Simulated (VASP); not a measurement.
Runs of VASP 6.6.1 on GaN. The structure is cubic, space group F-43m (No. 216). Conventional cell: a = 4.507 Å, b = 4.507 Å, c = 4.507 Å, α = 90.00°, β = 90.00°, γ = 90.00°. Ga (site symmetry -43m) has 4 N at 1.95 Å as nearest neighbours. Around N (site symmetry -43m) lie 4 Ga at 1.95 Å. The cell is a database's computed one.

| task | level | potentials or basis | cell | k mesh | cutoff (eV) | mesh quality | gap on the mesh (eV) | pressure (GPa) | relaxed volume (Å³/atom) |
| --- | --- | --- | --- | --- | --- | --- | --- | --- | --- |
| relaxation of cell and atoms | PBEsol | VASP PAW PBE potentials, release 64 (Ga_d, N) | relaxed | 4 × 4 × 4 | 600 | coarse | 1.72 | 0.1 | 11.34 |
| relaxation of cell and atoms | LDA | VASP PAW LDA potentials, release 64 (Ga_d, N) | relaxed | 10 × 10 × 10 | 600 | not flagged | (c) | 0.0 | 11.11 |
| relaxation of cell and atoms | PBE | VASP PAW PBE potentials, release 64 (Ga_d, N) | relaxed | 10 × 10 × 10 | 600 | not flagged | 1.55 | 0.0 | 11.76 |
| relaxation of cell and atoms | RPBE | VASP PAW PBE potentials, release 64 (Ga_d, N) | relaxed | 10 × 10 × 10 | 600 | not flagged | 1.46 | 0.0 | 12.03 |
| relaxation of cell and atoms | PBE+D3(BJ) | VASP PAW PBE potentials, release 64 (Ga_d, N) | relaxed | 10 × 10 × 10 | 600 | not flagged | 1.68 | 0.1 | (a) |
| relaxation of cell and atoms | PBEsol | VASP PAW PBE potentials, release 64 (Ga_d, N_s) | relaxed | 10 × 10 × 10 | 480 | not flagged | 1.73 | 0.0 | 11.36 |
| relaxation of cell and atoms | PBEsol | VASP PAW PBE potentials, release 64 (Ga_d, N) | relaxed | 10 × 10 × 10 | 600 | not flagged | (b) | 0.1 | 11.35 |
| relaxation of cell and atoms | PBEsol | VASP PAW PBE potentials, release 64 (Ga, N) | relaxed | 10 × 10 × 10 | 580 | not flagged | 1.59 | 0.0 | 11.75 |
| single point | PBEsol | VASP PAW PBE potentials, release 64 (Ga_d, N) | as given | 10 × 10 × 10 | 520 | not flagged | 1.68 | -1.3 | - |

Alike in all rows: no spin polarisation; smearing gaussian 0.02 eV.

Fill in the values left out.

(a) 11.52; (b) 1.74; (c) 1.94.

Caveats: some runs use coarse meshes; the PAW data sets were made with another functional, which shifts forces and pressure a little (some runs).

A k mesh can miss the band edges, and the runs leave out spin-orbit coupling on Ga.

The runs don't all hold the same shells in valence.
